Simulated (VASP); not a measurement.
Runs of VASP 6.6.1 on Al. The structure is cubic, space group Fm-3m (No. 225). Conventional cell: a = 4.050 Å, b = 4.050 Å, c = 4.050 Å, α = 90.00°, β = 90.00°, γ = 90.00°. Around Al (site symmetry m-3m) lie 12 Al at 2.86 Å. 

```csv
level,other keys,gap on the mesh (eV),pressure (GPa),relaxed volume (Å³/atom)
SCAN+D3(BJ),-,none,0.0,15.90
SCAN,-,none,0.0,16.11
SCAN+rVV10,-,none,0.0,16.07
SCAN,EDIFFG = 1e-05,none,0.0,16.11
SCAN+D3,-,none,0.0,(a)
```

Alike in all rows: task relaxation of cell and atoms; potentials or basis VASP PAW PBE potentials, release 64 (Al); no spin polarisation; cell relaxed; k mesh 11 × 11 × 11; cutoff (eV) 600; smearing fermi-dirac 0.05 eV.

Question: Estimate the missing entries.

Answer: (a) 15.99.

Caveats: the PAW data sets were made with another functional, which shifts forces and pressure a little; pairwise dispersion overbinds metals, which lowers pressure and volume (some runs).

A gap of «none» marks a metal or a gap under the smearing width.
